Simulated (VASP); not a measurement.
# PbO (F-43m) in VASP: further runs

One crystal, PbO, is run at these levels: PBE, r2SCAN; tasks: single point.

Program: VASP 6.6.1. These are calculated values, not measurements. Logs are shortened: lines on timing, memory, paths and dates and some standing lists are left out, and cuts for length are marked.

### Step 1. The cell of the first run

Symmetry: F-43m, No. 216, cubic system. Conventional cell: a = 5.523 Å, b = 5.523 Å, c = 5.523 Å, α = 90.00°, β = 90.00°, γ = 90.00°. Pb (site symmetry -43m) has 4 O at 2.39 Å as nearest neighbours. O (site symmetry -43m) is surrounded by 4 Pb at 2.39 Å.

The cell was built by a generator and needn't be a form met in nature.

### Step 2. Single point, PBE (hydrostatic strain -1.3%)

Contents of INCAR:

```
PREC = Accurate
ENCUT = 520
EDIFF = 1E-6
ISMEAR = -1
SIGMA = 0.02
LREAL = F
LASPH = T
NELM = 100
ALGO = Normal
ISIF = 2
LWAVE = F
LCHARG = T
GGA = PE
LELF = T
LVHAR = T
NBANDS = 17
```

Contents of KPOINTS:

```
regular mesh
0
Gamma
  8 8 8
```

Contents of POSCAR:

```
PbO
1.0
    0.0000000000      2.7615530710      2.7615530710
    2.7615530710      0.0000000000      2.7615530710
    2.7615530710      2.7615530710      0.0000000000
Pb O
1 1
Direct
    0.0000000000      0.0000000000      0.0000000000
    0.2500000000      0.2500000000      0.2500000000
```

Potentials or basis: VASP PAW PBE potentials, release 64 (Pb_d, O).

Run with:

```console
$ cat potpaw_PBE.64/Pb_d/POTCAR potpaw_PBE.64/O/POTCAR > POTCAR
$ mpirun -np 1 vasp_std > vasp.out
```

OUTCAR:

```text
PREC = Accurate
   ENCUT = 520
   EDIFF = 1E-6
   ISMEAR = -1
   LREAL = F
   LASPH = T
   NELM = 100
   ISIF = 2
   GGA = PE

 ion  position               nearest neighbor table
   1  0.000  0.000  0.000-   2 2.39   2 2.39   2 2.39   2 2.39
   2  0.250  0.250  0.250-   1 2.39   1 2.39   1 2.39   1 2.39

  LATTYP: Found a face centered cubic cell.
 ALAT       =     5.5231061420

  Lattice vectors:

 A1 = (   0.0000000000,   2.7615530710,   2.7615530710)
 A2 = (   2.7615530710,   0.0000000000,   2.7615530710)
 A3 = (   2.7615530710,   2.7615530710,   0.0000000000)

Analysis of symmetry for initial positions (statically):
=====================================================================
 Subroutine PRICEL returns:
 Original cell was already a primitive cell.

 Routine SETGRP: Setting up the symmetry group for a
 face centered cubic supercell.

 Subroutine GETGRP returns: Found 24 space group operations
 (whereof 24 operations were pure point group operations)
 out of a pool of 48 trial point group operations.

The static configuration has the point symmetry T_d .

Analysis of symmetry for dynamics (positions and initial velocities):
=====================================================================
 Subroutine PRICEL returns:
 Original cell was already a primitive cell.

 Routine SETGRP: Setting up the symmetry group for a
 face centered cubic supercell.

 Subroutine GETGRP returns: Found 24 space group operations
 (whereof 24 operations were pure point group operations)
 out of a pool of 48 trial point group operations.

The dynamic configuration has the point symmetry T_d .

 Subroutine INISYM returns: Found 24 space group operations
 (whereof 24 operations are pure point group operations),
 and found     1 'primitive' translations

----------------------------------------------------------------------------------------

                                     Primitive cell

  volume of cell :      42.1202

  direct lattice vectors                    reciprocal lattice vectors
     0.000000000  2.761553071  2.761553071    -0.181057538  0.181057538  0.181057538
     2.761553071  0.000000000  2.761553071     0.181057538 -0.181057538  0.181057538
     2.761553071  2.761553071  0.000000000     0.181057538  0.181057538 -0.181057538

  length of vectors
     3.905425806  3.905425806  3.905425806     0.313600855  0.313600855  0.313600855
[... 79 lines left out ...]
   ENCUT  =  520.0 eV  38.22 Ry    6.18 a.u.   7.26  7.26  7.26*2*pi/ulx,y,z
   NELM   =    100;   NELMIN=  2; NELMDL= -5     # of ELM steps
   EDIFF  = 0.1E-05   stopping-criterion for ELM
   LREAL  =      F    real-space projection
   EDIFFG = 0.1E-04   stopping-criterion for IOM
   NSW    =      0    number of steps for IOM
   IBRION =     -1    ionic relax: 0-MD 1-quasi-New 2-CG
   NFREE  =      0    steps in history (QN), initial steepest desc. (CG)
   ISIF   =      2    stress and relaxation
   ISYM   =      2    0-nonsym 1-usesym 2-fastsym
   POTIM  = 0.5000    time-step for ionic-motion
   TEBEG  =    0.0;   TEEND  =   0.0 temperature during run
   PSTRESS=    0.0 pullay stress
   NELECT =      20.0000    total number of electrons
   NUPDOWN=      -1.0000    fix difference up-down
   EMIN   =  10.00;   EMAX   =-10.00  energy-range for DOS
   EFERMI =   0.00;   METHOD = LEGACY
   ISMEAR =    -1;   SIGMA  =   0.02  broadening in eV -4-tet -1-fermi 0-gaus
   EFERMI_NEDOS =   21; number of points for ismear=-14 and -15
   IALGO  =     38    algorithm
   IMIX   =      4    mixing-type and parameters
     AMIX     =   0.40;   BMIX     =  1.00
     AMIX_MAG =   1.60;   BMIX_MAG =  1.00
  volume/ion in A,a.u.               =      21.06       142.12
  Fermi-wavevector in a.u.,A,eV,Ry     =   1.277188  2.413535 22.193942  1.631209
  Thomas-Fermi vector in A             =   2.409802
   LORBIT       =      0    0 simple, 1 ext, 2 COOP (PROOUT), +10 PAW based schemes
   GGA     = PE    functional components
   LHFCALC =     F    Hartree Fock is set to
   AEXX    =    0.0000 exact exchange contribution
   IVDW    =     0    specifies the selected vdW correction
   LEPSILON=     F    determine dielectric tensor
   LRPA    =     F    only Hartree local field effects (RPA)
 non-spin polarized calculation
  energy-cutoff  :      520.00
  volume of cell :       42.12
 maximum number of plane-waves:      1158
 NGX is ok and might be reduce to    30
   NGX = 15   NGY = 15   NGZ = 15

 number of electron      19.9999995 magnetization

 Free energy of the ion-electron system (eV)
  ---------------------------------------------------
  ext. energy  EPLUGINS =         0.00000000
  ---------------------------------------------------
  free energy    TOTEN  =       -10.29915438 eV

  energy without entropy =      -10.29915199  energy(sigma->0) =      -10.29915318

 E-fermi :   5.3400     XC(G=0):  -9.5322

 val. band max:        5.1763562592   @ k =  -0.2500   0.5000   0.2500
 cond. band min:       5.4892835709   @ k =   0.5000   0.5000   0.0000
 fundamental gap:      0.3129273117
 Fermi energy:         5.3400301854

 k-point     1 :       0.0000    0.0000    0.0000
  band No.  band energies     occupation
      1     -12.8391      2.00000
      2     -11.3067      2.00000
      3     -11.3067      2.00000
      4     -11.3067      2.00000
      5     -11.1880      2.00000
      6     -11.1880      2.00000
[... 457 lines left out ...]
      4     -11.1779      2.00000
      5     -11.1509      2.00000
      6     -10.4235      2.00000
[... 9 lines left out ...]
     16      18.4049      0.00000
     17      19.8823      0.00000

 [... further k-points ...]

------------------------ aborting loop because EDIFF is reached ----------------------------------------

  FORCE on cell =-STRESS in cart. coord.  units (eV):
  Direction    XX          YY          ZZ          XY          YZ          ZX
  --------------------------------------------------------------------------------------
  -------------------------------------------------------------------------------------
  Total        1.4540104      1.4540104      1.4540104      0.0000000      0.0000000     -0.0000000
  in kB       55.3079969     55.3079969     55.3079969      0.0000000      0.0000000     -0.0000000
  external PRESSURE =      55.3079969 kB  Pullay stress =       0.0000000 kB

 VOLUME and BASIS-vectors are now :
 -----------------------------------------------------------------------------
  energy-cutoff  :      520.00
  volume of cell :       42.12
      direct lattice vectors                 reciprocal lattice vectors
     0.000000000  2.761553071  2.761553071    -0.181057538  0.181057538  0.181057538
     2.761553071  0.000000000  2.761553071     0.181057538 -0.181057538  0.181057538
     2.761553071  2.761553071  0.000000000     0.181057538  0.181057538 -0.181057538

 POSITION                                       TOTAL-FORCE (eV/Angst)
 -----------------------------------------------------------------------------------
      0.00000      0.00000      0.00000        -0.000000      0.000000     -0.000000
      1.38078      1.38078      1.38078         0.000000     -0.000000      0.000000
 -----------------------------------------------------------------------------------
    total drift:                                0.000000      0.000000      0.000000

  FREE ENERGIE OF THE ION-ELECTRON SYSTEM (eV)
  ---------------------------------------------------
  free  energy   TOTEN  =       -10.2991543786 eV

  energy  without entropy=      -10.2991519897  energy(sigma->0) =      -10.29915318
```

OSZICAR:

```text
N       E                     dE             d eps       ncg     rms          rms(c)
DAV:   1     0.169216539105E+03    0.16922E+03   -0.10091E+04  1018   0.133E+03
DAV:   2     0.865873282832E+00   -0.16835E+03   -0.15930E+03  1060   0.341E+02
DAV:   3    -0.124915727678E+02   -0.13357E+02   -0.13269E+02  1204   0.104E+02
DAV:   4    -0.127893823489E+02   -0.29781E+00   -0.29761E+00  1219   0.163E+01
DAV:   5    -0.127991950847E+02   -0.98127E-02   -0.98120E-02  1374   0.297E+00    0.906E+00
DAV:   6    -0.105745131777E+02    0.22247E+01   -0.15870E+01  1497   0.308E+01    0.496E+00
DAV:   7    -0.103224071437E+02    0.25211E+00   -0.21455E+00  1222   0.117E+01    0.155E+00
DAV:   8    -0.103833896974E+02   -0.60983E-01   -0.63385E-01  1021   0.739E+00    0.201E+00
DAV:   9    -0.102989537927E+02    0.84436E-01   -0.12604E-01  1077   0.372E+00    0.319E-01
DAV:  10    -0.102990550464E+02   -0.10125E-03   -0.72371E-03  1152   0.649E-01    0.846E-02
DAV:  11    -0.102991540855E+02   -0.99039E-04   -0.36622E-04  1097   0.156E-01    0.368E-02
DAV:  12    -0.102991547233E+02   -0.63772E-06   -0.16149E-04  1350   0.902E-02    0.154E-02
DAV:  13    -0.102991547341E+02   -0.10829E-07   -0.38423E-05  1190   0.629E-02    0.579E-03
DAV:  14    -0.102991543786E+02    0.35551E-06   -0.61704E-06  1072   0.275E-02
   1 F= -.10299154E+02 E0= -.10299153E+02  d E =-.238891E-05
```

stdout:

```text
POSCAR found type information on POSCAR PbO
 POSCAR found :  2 types and       2 ions
 scaLAPACK will be used
 LDA part: xc-table for (Slater+PW92), standard interpolation
 POSCAR, INCAR and KPOINTS ok, starting setup
 FFT: planning ... GRIDC
 FFT: planning ... GRID_SOFT
 FFT: planning ... GRID
 WAVECAR not read
 entering main loop
```

It took 13 s on 1 thread of Intel Xeon 6975P-C (Granite Rapids), shared host; peak memory 0.17 GiB.

What came out:

```
Free energy            : -10.2992 eV
Pressure               : 5.5 GPa
Band gap on the k mesh : 0.31 eV, indirect (least direct gap 0.49 eV)
```

Caveat: spin-orbit coupling is left out, which as a rule narrows the gap of such compounds by several tenths of an eV. A k mesh can miss the band edges.

(Part 1 of 2 ends here.)
